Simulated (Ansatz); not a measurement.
Level of theory: DFT PBE, scalar-relativistic, plane waves, PAW (Ansatz). Settings: cutoff 420 eV, Γ-centred meshes spaced at most about 0.3 Å⁻¹, and about 0.25 Å⁻¹ or finer for metals (2π included), Gaussian smearing. No spin polarisation.

These are static total energies at zero pressure.

Question: Order these relaxed structures of TeMo₅ by energy, lowest first, with the energy over the lowest of them.
A.

```
CELL_PARAMETERS angstrom
2.26556 -4.85882 0.00000
2.26556 4.85882 0.00000
0.00000 0.00000 4.48716
ATOMIC_POSITIONS crystal
Te 0.50000 0.50000 0.50000
Mo 0.00000 0.00000 0.00000
Mo 0.32787 0.67213 0.00000
Mo 0.67213 0.32787 0.00000
Mo 0.83305 0.16695 0.50000
Mo 0.16695 0.83305 0.50000
```

B.

```
CELL_PARAMETERS angstrom
5.11774 0.00000 0.00000
-2.55887 4.43209 0.00000
0.00000 0.00000 4.80310
ATOMIC_POSITIONS crystal
Te 0.00000 0.00000 0.00000
Mo 0.50000 0.00000 0.50000
Mo 0.50000 0.50000 0.50000
Mo 0.00000 0.50000 0.50000
Mo 0.33333 0.66667 0.00000
Mo 0.66667 0.33333 0.00000
```

C.

```
CELL_PARAMETERS angstrom
0.00000 3.72222 3.72222
3.72222 0.00000 3.72222
3.72222 3.72222 0.00000
ATOMIC_POSITIONS crystal
Te 0.25000 0.25000 0.25000
Mo 0.87574 0.87574 0.87574
Mo 0.87574 0.87574 0.37277
Mo 0.87574 0.37277 0.87574
Mo 0.37277 0.87574 0.87574
Mo 0.50000 0.50000 0.50000
```

Answer: A (0 meV/atom), C (307 meV/atom), B (396 meV/atom). Forms: A Cmmm; C F-43m; B CaCu5 type, P6/mmm. Counting Mo atoms around Te (those within 1.25 times the shortest such distance or 1.15 times the sum of covalent radii; a plus sign parts nearer from farther groups): A has Te 8+6; C has Te 16; B has Te 6+12. Origin: A, invented, then shaken at random and relaxed again; B and C, invented. Shaken at random and relaxed again, B falls into A, 0.40 eV/atom lower, so it is a saddle point or a shallow minimum. Even the lowest of the cells shown lies +0.24 eV/atom against the elements.

These runs have no spin–orbit coupling, which can matter for Te. Cells without such a test can be saddle points. Some candidate types were left out of the draw beforehand, so a known form may be missing.
